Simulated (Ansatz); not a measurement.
**Bi₂Se₃: a prediction, then the measurements**

Computed with DFT PBE, scalar-relativistic, plane waves, PAW in Ansatz.

Cutoff 420 eV; k points 6×6×6 on the computed 5-atom cell (Γ-centred); Gaussian smearing, width 0.02 eV; no spin polarisation.

Relaxed structure, symmetry kept:

```yaml
crystal:
  lattice:
    - [2.09366, 1.20877, 10.43403]
    - [-2.09366, 1.20877, 10.43403]
    - [0.00000, -2.41755, 10.43403]
  atoms:
    - { symbol: Bi, position: [0.39559, 0.39559, 0.39559] }
    - { symbol: Bi, position: [0.60441, 0.60441, 0.60441] }
    - { symbol: Se, position: [0.00000, 0.00000, 0.00000] }
    - { symbol: Se, position: [0.22103, 0.22103, 0.22103] }
    - { symbol: Se, position: [0.77897, 0.77897, 0.77897] }
```

```json
{
 "Space group": "R-3m (No. 166)",
 "Volume per atom": "31.69 Å³",
 "Formation energy from the elements' standard states (uncorrected)": "-0.391 eV/atom",
 "Kohn–Sham band gap": "0.69 eV, indirect from (0.359, -0.464, -0.464) to Γ",
 "Löwdin character of the top 1 eV of the valence band": "Se 4p 89 %",
 "Löwdin character of the lowest 1 eV of the conduction band": "Bi 6p 65 %, Se 4p 22 %, Se 4s 9 %",
 "Electron masses at the edge by Cartesian direction of the standard setting (m_e; degenerate bands sorted by energy; no spin-orbit coupling)": "x: 0.10; y: 0.10; z: 0.84",
 "Hole masses at the edge by Cartesian direction of the standard setting (m_e; degenerate bands sorted by energy; no spin-orbit coupling)": "x: 0.67; y: 0.75; z: 0.49",
 "Electronic dielectric constant xx, yy, zz of the standard setting (independent particles)": "18.8, 18.8, 15.7",
 "Bader charges (e)": "Bi (2 in the cell) 1.04, Se (1 in the cell) -0.84, Se (2 in the cell) -0.62"
}
```

Spin-orbit coupling is left out, which matters for the bands of heavy elements. Each cell of Bi2Se3 holds layers, and where no dispersion correction was added their binding is poorly described.

**Experimental background.**

“Structural and magneto-transport studies of iron intercalated Bi2Se3 single crystals”, 2020, arxiv:2002.03609 reports, for a powder of Bi2Se3 at 300 K: lattice constant a 4.1375 ± 0.0006 Å.

“Crystal Growth and Magneto-transport of Bi2Se3 Single crystals”, 2017, arxiv:1701.06280 reports, for a powder of Bi2Se3 at 300 K: lattice constant c 28.701 ± 0.0007 Å.

Against the measured lattice constant a of Bi2Se3, 4.1375 Å (300 K; powder; the paper above), the calculated 4.187 Å is off by +1.2 %. 4 values of this kind are on record (4.1265 to 4.1375 Å); this one was drawn at random among those near their median, those with a stated uncertainty first. Against the measured lattice constant c of Bi2Se3, 28.701 Å (300 K; powder; the paper above), the calculated 31.302 Å is off by +9.1 %. So large a difference can come from the functional (as between layers that it hardly binds), but also from another choice of axes, another phase or a misread value. 3 values of this kind are on record (28.6307 to 28.701 Å); this one was drawn at random among those near their median, those with a stated uncertainty first. The calculation is for 0 K without zero-point motion.